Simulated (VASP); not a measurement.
# BAs (F-43m) in VASP: a series of runs

One crystal, BAs, is run at these levels: PBE+D4, PBEsol+D3(BJ), HSE(alpha, omega); tasks: molecular dynamics, single point.

Program: VASP 6.6.1. These are calculated values, not measurements. Logs are shortened: lines on timing, memory, paths and dates and some standing lists are left out, and cuts for length are marked.

**1. The crystal as given**

Symmetry: F-43m, No. 216, cubic system. Conventional cell: a = 4.777 Å, b = 4.777 Å, c = 4.777 Å, α = 90.00°, β = 90.00°, γ = 90.00°. As (site symmetry -43m) is surrounded by 4 B at 2.07 Å. Around B (site symmetry -43m) lie 4 As at 2.07 Å.

**2. Molecular dynamics, PBE+D4**

File INCAR:

```
SYSTEM = BAs
ALGO = Fast
ANDERSEN_PROB = 0.0
EDIFF = 1E-5
ENCUT = 400
GGA = PE
IBRION = 0
ISIF = 2
ISMEAR = 0
ISYM = 0
IVDW = 13
LASPH = .TRUE.
LCHARG = .FALSE.
LREAL = Auto
LWAVE = .FALSE.
MDALGO = 1
NELM = 60
NELMIN = 4
NSW = 50
POTIM = 3
PREC = Normal
RANDOM_SEED = 622877 0 0
SIGMA = 0.01
TEBEG = 300
TEEND = 300
```

File KPOINTS:

```
k-points
0
G
  2 2 2
  0 0 0
```

File POSCAR:

```
BAs
6.7557
    0.000000000000      0.707106591471      0.707106591471
    0.707106591471      0.000000000000      0.707106591471
    0.707106591471      0.707106591471      0.000000000000
As B
8 8
Direct
    0.3750000000      0.3750000000      0.3750000000
    0.3750000000      0.3750000000      0.8750000000
    0.3750000000      0.8750000000      0.3750000000
    0.3750000000      0.8750000000      0.8750000000
    0.8750000000      0.3750000000      0.3750000000
    0.8750000000      0.3750000000      0.8750000000
    0.8750000000      0.8750000000      0.3750000000
    0.8750000000      0.8750000000      0.8750000000
    0.0000000000      0.0000000000      0.0000000000
    0.0000000000      0.0000000000      0.5000000000
    0.0000000000      0.5000000000      0.0000000000
    0.0000000000      0.5000000000      0.5000000000
    0.5000000000      0.0000000000      0.0000000000
    0.5000000000      0.0000000000      0.5000000000
    0.5000000000      0.5000000000      0.0000000000
    0.5000000000      0.5000000000      0.5000000000
```

Potentials or basis: VASP PAW PBE potentials, release 64 (As, B).

Started as:

```bash
> cat potpaw_PBE.64/As/POTCAR potpaw_PBE.64/B/POTCAR > POTCAR
> mpirun -np 1 vasp_std > vasp.out
```

OUTCAR:

```text
SYSTEM = BAs
   EDIFF = 1E-5
   ENCUT = 400
   GGA = PE
   IBRION = 0
   ISIF = 2
   ISMEAR = 0
   ISYM = 0
   IVDW = 13
   LASPH = .TRUE.
   LREAL = Auto
   NELM = 60
   NELMIN = 4
   NSW = 50
   POTIM = 3
   PREC = Normal
   TEBEG = 300

 ion  position               nearest neighbor table
   1  0.375  0.375  0.375-  16 2.07  14 2.07  15 2.07  12 2.07
   2  0.375  0.375  0.875-  15 2.07  13 2.07  11 2.07  16 2.07
   3  0.375  0.875  0.375-  14 2.07  13 2.07  10 2.07  16 2.07
   4  0.375  0.875  0.875-  13 2.07   9 2.07  14 2.07  15 2.07
   5  0.875  0.375  0.375-  12 2.07  11 2.07  10 2.07  16 2.07
   6  0.875  0.375  0.875-  11 2.07   9 2.07  12 2.07  15 2.07
[... 8 lines left out ...]
  15  0.500  0.500  0.000-   2 2.07   1 2.07   4 2.07   6 2.07
  16  0.500  0.500  0.500-   1 2.07   2 2.07   3 2.07   5 2.07

IMPORTANT INFORMATION: All symmetrisations will be switched off!
NOSYMM: (Re-)initialisation of all symmetry stuff for point group C_1.

----------------------------------------------------------------------------------------

                                     Primitive cell

  volume of cell :     218.0197

  direct lattice vectors                    reciprocal lattice vectors
     0.000000000  4.777000000  4.777000000    -0.104668202  0.104668202  0.104668202
     4.777000000  0.000000000  4.777000000     0.104668202 -0.104668202  0.104668202
     4.777000000  4.777000000  0.000000000     0.104668202  0.104668202 -0.104668202

  length of vectors
     6.755698187  6.755698187  6.755698187     0.181290643  0.181290643  0.181290643

  position of ions in fractional coordinates (direct lattice)
     0.375000000  0.375000000  0.375000000
     0.375000000  0.375000000  0.875000000
     0.375000000  0.875000000  0.375000000
     0.375000000  0.875000000  0.875000000
     0.875000000  0.375000000  0.375000000
     0.875000000  0.375000000  0.875000000
[... 8 lines left out ...]
     0.500000000  0.500000000  0.000000000
     0.500000000  0.500000000  0.500000000

  ion indices of the primitive-cell ions
   primitive index   ion index
                 1           1
                 2           2
                 3           3
                 4           4
                 5           5
                 6           6
[... 8 lines left out ...]
                15          15
                16          16

----------------------------------------------------------------------------------------

 KPOINTS: k-points

Automatic generation of k-mesh.
 Grid dimensions read from file:
 generate k-points for:    2    2    2

 Generating k-lattice:

  Cartesian coordinates                     Fractional coordinates (reciprocal lattice)
    -0.052334101  0.052334101  0.052334101     0.500000000  0.000000000  0.000000000
     0.052334101 -0.052334101  0.052334101     0.000000000  0.500000000  0.000000000
     0.052334101  0.052334101 -0.052334101     0.000000000  0.000000000  0.500000000

  Length of vectors
     0.090645322  0.090645322  0.090645322

  Shift w.r.t. Gamma in fractional coordinates (k-lattice)
     0.000000000  0.000000000  0.000000000

 Subroutine IBZKPT returns following result:
 ===========================================

 Found      8 irreducible k-points:

 Following reciprocal coordinates:
            Coordinates               Weight
  0.000000  0.000000  0.000000      1.000000
  0.500000  0.000000  0.000000      1.000000
  0.000000  0.500000  0.000000      1.000000
  0.000000  0.000000  0.500000      1.000000
  0.500000  0.500000  0.500000      1.000000
  0.500000  0.500000  0.000000      1.000000
  0.000000  0.500000  0.500000      1.000000
  0.500000  0.000000  0.500000      1.000000
   k-points           NKPTS =      8   k-points in BZ     NKDIM =      8   number of bands    NBANDS=     41
   number of dos      NEDOS =    301   number of ions     NIONS =     16
   total plane-waves  NPLWV =  46656
   dimension x,y,z NGX =    36 NGY =   36 NGZ =   36
   dimension x,y,z NGXF=    72 NGYF=   72 NGZF=   72
   ions per type =               8   8
   NGX,Y,Z   is equivalent  to a cutoff of   8.86,  8.86,  8.86 a.u.
   NGXF,Y,Z  is equivalent  to a cutoff of  17.72, 17.72, 17.72 a.u.
 SYSTEM =  BAs
   PREC   = normal    normal or accurate (medium, high low for compatibility)
   ISTART =      0    job   : 0-new  1-cont  2-samecut
   ICHARG =      2    charge: 1-file 2-atom 10-const
   ISPIN  =      1    spin polarized calculation?
   LNONCOLLINEAR =      F non collinear calculations
   LSORBIT =      F    spin-orbit coupling
   LASPH  =      T    aspherical Exc in radial PAW
   ENCUT  =  400.0 eV  29.40 Ry    5.42 a.u.  11.02 11.02 11.02*2*pi/ulx,y,z
   NELM   =     60;   NELMIN=  4; NELMDL= -5     # of ELM steps
   EDIFF  = 0.1E-04   stopping-criterion for ELM
   LREAL  =      T    real-space projection
   EDIFFG = 0.1E-03   stopping-criterion for IOM
   NSW    =     50    number of steps for IOM
[... 23 lines left out ...]
   AEXX    =    0.0000 exact exchange contribution
   IVDW    =    13    specifies the selected vdW correction
   LEPSILON=     F    determine dielectric tensor
   LRPA    =     F    only Hartree local field effects (RPA)
 molecular dynamics for ions
 non-spin polarized calculation
 RMM-DIIS sequential band-by-band and
 Gauss-broadening in eV      SIGMA  =   0.01
  energy-cutoff  :      400.00
  volume of cell :      218.02
 maximum number of plane-waves:      3984
   NGX = 21   NGY = 21   NGZ = 21

--------------------------------------- Ionic step        1  -------------------------------------------

 number of electron      64.0000035 magnetization

 Free energy of the ion-electron system (eV)
  ---------------------------------------------------
  ext. energy  EPLUGINS =         0.00000000
  ---------------------------------------------------
  free energy    TOTEN  =       -89.82839142 eV

  energy without entropy =      -89.82839142  energy(sigma->0) =      -89.82839142

------------------------ aborting loop because EDIFF is reached ----------------------------------------

  DFT-D4 for vdW energy calculation

  Edisp (eV):   -6.01061

  FORCE on cell =-STRESS in cart. coord.  units (eV):
  Direction    XX          YY          ZZ          XY          YZ          ZX
  --------------------------------------------------------------------------------------
  -------------------------------------------------------------------------------------
  Total      -0.51808    -0.51801    -0.51810    -0.00012    -0.00014    -0.00020
  in kB      -3.80726    -3.80674    -3.80737    -0.00085    -0.00106    -0.00146
  external pressure =       -3.81 kB  Pullay stress =        0.00 kB

 VOLUME and BASIS-vectors are now :
 -----------------------------------------------------------------------------
  energy-cutoff  :      400.00
  volume of cell :      218.02
      direct lattice vectors                 reciprocal lattice vectors
     0.000000000  4.777000000  4.777000000    -0.104668202  0.104668202  0.104668202
     4.777000000  0.000000000  4.777000000     0.104668202 -0.104668202  0.104668202
     4.777000000  4.777000000  0.000000000     0.104668202  0.104668202 -0.104668202
[... 154 lines left out ...]
  energy  without entropy=      -95.6937507690  energy(sigma->0) =      -95.69375077

  ENERGY OF THE ELECTRON-ION-THERMOSTAT SYSTEM (eV)
  ---------------------------------------------------
% ion-electron   TOTEN  =       -95.693751  see above
  kinetic energy EKIN   =         0.441328
  kin. lattice  EKIN_LAT=         0.000000  (temperature  227.62 K)
  nose potential ES     =         0.000000
  nose kinetic   EPS    =         0.000000
  ---------------------------------------------------
  total energy   ETOTAL =       -95.252423 eV

[... ionic steps 4 to 47 ...]

--------------------------------------- Ionic step       48  -------------------------------------------

 number of electron      63.9999997 magnetization

------------------------ aborting loop because EDIFF is reached ----------------------------------------

  DFT-D4 for vdW energy calculation

  Edisp (eV):   -6.01165

  FORCE on cell =-STRESS in cart. coord.  units (eV):
  Direction    XX          YY          ZZ          XY          YZ          ZX
  --------------------------------------------------------------------------------------
  -------------------------------------------------------------------------------------
  Total      -0.25302    -0.32265    -0.24943     0.13031     0.10914    -0.02741
  in kB      -1.85938    -2.37109    -1.83301     0.95761     0.80208    -0.20140
  external pressure =       -2.02 kB  Pullay stress =        0.00 kB
[... 101 lines left out ...]
  ENERGY OF THE ELECTRON-ION-THERMOSTAT SYSTEM (eV)
  ---------------------------------------------------
% ion-electron   TOTEN  =       -95.577203  see above
  kinetic energy EKIN   =         0.323412
  kin. lattice  EKIN_LAT=         0.000000  (temperature  166.80 K)
  nose potential ES     =         0.000000
  nose kinetic   EPS    =         0.000000
  ---------------------------------------------------
  total energy   ETOTAL =       -95.253791 eV

--------------------------------------- Ionic step       50  -------------------------------------------

 number of electron      63.9999995 magnetization

 Free energy of the ion-electron system (eV)
  ---------------------------------------------------
  ext. energy  EPLUGINS =         0.00000000
  ---------------------------------------------------
  free energy    TOTEN  =       -89.53915580 eV

  energy without entropy =      -89.53915580  energy(sigma->0) =      -89.53915580

 E-fermi :   6.4368     XC(G=0): -10.5655

 val. band max:        6.3793332500   @ k =   0.0000   0.0000   0.0000
 cond. band min:       7.4570588841   @ k =   0.0000   0.0000   0.0000
 fundamental gap:      1.0777256341
 Fermi energy:         6.4367520426

 k-point     1 :       0.0000    0.0000    0.0000
  band No.  band energies     occupation
      1      -9.2565      2.00000
      2      -6.4349      2.00000
      3      -6.3789      2.00000
      4      -6.3676      2.00000
      5      -6.3454      2.00000
      6      -5.1041      2.00000
[... 388 lines left out ...]
  FREE ENERGIE OF THE ION-ELECTRON SYSTEM (eV)
  ---------------------------------------------------
  free  energy   TOTEN  =       -95.5506855734 eV

  energy  without entropy=      -95.5506855734  energy(sigma->0) =      -95.55068557

  ENERGY OF THE ELECTRON-ION-THERMOSTAT SYSTEM (eV)
  ---------------------------------------------------
% ion-electron   TOTEN  =       -95.550686  see above
  kinetic energy EKIN   =         0.298096
  kin. lattice  EKIN_LAT=         0.000000  (temperature  153.74 K)
  nose potential ES     =         0.000000
  nose kinetic   EPS    =         0.000000
  ---------------------------------------------------
  total energy   ETOTAL =       -95.252589 eV
```

It took 20 min on 1 thread of Intel Xeon Platinum 8488C (Sapphire Rapids), shared host; peak memory 0.27 GiB.

What came out:

```yaml
Dispersion_energy_per_atom: -0.376 eV
```

The path:
```
step  potential energy change (eV)  largest force (eV/Å)  pressure (GPa)  volume (Å³)  temperature (K)
   1                        0.0000                0.0001           -0.38       218.02              300
   3                        0.1453                0.9205           -0.19       218.02              228
   5                        0.3280                1.3695            0.02       218.02              136
   7                        0.2828                1.2090           -0.09       218.02              157
   9                        0.2030                1.3284           -0.30       218.02              196
  11                        0.3327                1.5049           -0.25       218.02              131
  13                        0.4824                1.6093           -0.14       218.02               56
  15                        0.3829                1.3384           -0.29       218.02              106
  17                        0.2455                0.9505           -0.48       218.02              174
  19                        0.3305                1.1757           -0.41       218.02              132
  21                        0.4569                1.6151           -0.27       218.02               69
  23                        0.4034                1.5588           -0.30       218.02               95
  25                        0.3115                1.1159           -0.37       218.02              141
  27                        0.3694                1.5719           -0.25       218.02              112
  29                        0.4261                1.8077           -0.11       218.02               85
  31                        0.3134                1.3584           -0.17       218.02              141
  33                        0.1941                1.0419           -0.27       218.02              201
  35                        0.2087                1.0735           -0.22       218.02              195
  37                        0.2301                1.2402           -0.16       218.02              185
  39                        0.1793                1.2100           -0.17       218.02              210
  41                        0.1865                1.3564           -0.17       218.02              206
  43                        0.2885                1.5324           -0.14       218.02              154
  45                        0.3256                1.6570           -0.14       218.02              135
  47                        0.2688                1.4762           -0.18       218.02              163
  49                        0.2618                1.1758           -0.19       218.02              167
  50                        0.2883                1.2114           -0.19       218.02              154
```

Caveat: the k mesh is coarse (spacing up to 0.57 Å⁻¹), so the values aren't converged.

**3. Single point, PBEsol+D3(BJ) (volume scaled by 0.96)**

File run.py:

```python
from ase.calculators.vasp import Vasp
from ase.dft.bandgap import bandgap
from ase.spacegroup import crystal

atoms = crystal(
    ['As', 'B'],
    basis=[[0.25, 0.25, 0.25], [0.0, 0.0, 0.0]],
    spacegroup=216,
    setting=1,
    cellpar=[4.71243803, 4.71243803, 4.71243803, 90.0, 90.0, 90.0],
    primitive_cell=True,
)
calc = Vasp(
    directory='calc',
    xc='pbesol',
    pp='PBE',
    setups='minimal',
    pp_version='54',
    prec='Accurate',
    encut=500,
    ediff=1e-06,
    ismear=-1,
    sigma=0.1,
    lreal=False,
    lasph=True,
    nelm=80,
    algo='Normal',
    isif=2,
    lwave=False,
    lcharg=False,
    ivdw=12,
    kpts=[10, 10, 10],
    gamma=True,
    nbands=11,
)
atoms.calc = calc

print('energy (eV):', atoms.get_potential_energy())
print('free energy (eV):', atoms.get_potential_energy(force_consistent=True))
print('forces (eV/A):')
print(atoms.get_forces())
print('stress (eV/A^3, Voigt):', atoms.get_stress())
print('Fermi level (eV):', calc.get_fermi_level())
gap, top, bottom = bandgap(calc)
print('band gap (eV):', gap, 'from (spin, k, band)', top, 'to', bottom)
```

Potentials or basis: VASP PAW PBE potentials, release 54 (As, B).

Started as:

```bash
> python run.py
```

Wall time 10 s (1 thread of Intel Xeon Platinum 8488C (Sapphire Rapids), shared host); peak memory 0.16 GiB.

It converged, with:

| Property | Result |
| --- | --- |
| Free energy | -12.7532 eV |
| Pressure | 2.8 GPa |
| Band gap on the k mesh | 1.03 eV, indirect (least direct gap 3.29 eV) |
| Dispersion energy per atom | -0.285 eV |

Levels at points of the mesh, in eV from the valence-band top:
```tsv
k point	band 2	band 3	band 4	band 5	band 6	band 7
(0.00, 0.00, 0.00)	0.00	0.00	0.00	3.29	3.29	3.29
(0.50, 0.00, 0.00)	-9.14	-1.90	-1.90	2.90	4.77	4.77
(0.50, 0.50, 0.00)	-8.77	-4.28	-4.28	1.27	1.29	11.74
```

Caveat: the PAW data sets were made with another functional, which shifts forces and pressure a little.

**4. Single point, HSE(alpha, omega)**

File POSCAR:

```
BAs
1.0
    0.0000000000      2.3885000000      2.3885000000
    2.3885000000      0.0000000000      2.3885000000
    2.3885000000      2.3885000000      0.0000000000
As B
1 1
Direct
    0.7500000000      0.7500000000      0.7500000000
    0.0000000000      0.0000000000      0.0000000000
```

File INCAR.step1:

```
SYSTEM = BAs
PREC = Accurate ; ENCUT = 520
EDIFF = 1E-5 ; ISMEAR = -1
SIGMA = 0.05 ; LREAL = .FALSE.
LASPH = .TRUE. ; NELM = 60
ALGO = Normal ; ISIF = 2
LWAVE = .TRUE. ; LCHARG = .FALSE.
NBANDS = 11 ; GGA = PE
```

File INCAR.step2:

```
SYSTEM = BAs
PREC = Accurate ; ENCUT = 520
EDIFF = 1E-7 ; ISMEAR = -1
SIGMA = 0.05 ; LREAL = .FALSE.
LASPH = .TRUE. ; NELM = 60
ALGO = Normal ; ISIF = 2
LWAVE = .FALSE. ; LCHARG = .FALSE.
GGA = PE ; LHFCALC = .TRUE.
HFSCREEN = 0.1 ; AEXX = 0.25
PRECFOCK = Fast ; NBANDS = 11
ISTART = 1
```

File KPOINTS:

```
regular mesh
0
G
  5 5 5
  0 0 0
```

Potentials or basis: VASP PAW PBE potentials, release 64 (As, B).

Started as:

```bash
> cat potpaw_PBE.64/As/POTCAR potpaw_PBE.64/B/POTCAR > POTCAR
> cp INCAR.step1 INCAR
> mpirun -np 1 vasp_std > vasp.out
> cp INCAR.step2 INCAR
> mpirun -np 1 vasp_std > vasp.out
```

Wall time 76 s (1 thread of AMD EPYC 9R45 (Zen 5), shared host); peak memory 0.23 GiB.

The run converged. Its results:

* Free energy: -13.6942 eV
* Pressure: -0.8 GPa
* Band gap on the k mesh: 2.17 eV, indirect (least direct gap 4.45 eV)

Levels at points of the mesh, in eV from the valence-band top:
```tsv
k point	band 1	band 2	band 3	band 4	band 5	band 6	band 7	band 8
(0.00, 0.00, 0.00)	-17.01	0.00	0.00	0.00	4.45	4.45	4.45	6.24
```

Caveat: the k mesh is coarse (spacing up to 0.46 Å⁻¹), so the values aren't converged, least of all with exact exchange; the PAW data sets were made with another functional, which shifts forces and pressure a little; an odd mesh through Γ misses points on the zone boundary, where band edges often lie.

**5. Overview**

| task | level | potentials or basis | cell | k mesh | cutoff (eV) | smearing | supercell matrix | temperature | screening parameter | grid for exact exchange (PRECFOCK) | mesh quality | gap on the mesh (eV) | pressure (GPa) |
| --- | --- | --- | --- | --- | --- | --- | --- | --- | --- | --- | --- | --- | --- |
| molecular dynamics | PBE+D4 | VASP PAW PBE potentials, release 64 (As, B) | as given | 2 × 2 × 2 | 400 | gaussian 0.01 eV | [2, 0, 0, 0, 2, 0, 0, 0, 2] | 300 | - | - | coarse | - | - |
| single point | PBEsol+D3(BJ) | VASP PAW PBE potentials, release 54 (As, B) | volume scaled by 0.96 | 10 × 10 × 10 | 500 | fermi-dirac 0.1 eV | - | - | - | - | not flagged | 1.03 | 2.8 |
| single point | HSE(alpha, omega) | VASP PAW PBE potentials, release 64 (As, B) | as given | 5 × 5 × 5 | 520 | fermi-dirac 0.05 eV | - | - | 0.1 | Fast | coarse | 2.17 | -0.8 |

Alike in all rows: no spin polarisation.

Caveats: some runs use coarse meshes; the PAW data sets were made with another functional, which shifts forces and pressure a little (some runs); an odd mesh through Γ misses points on the zone boundary, where band edges often lie (some runs).

Absolute energies hang on the potentials; compare differences alone.
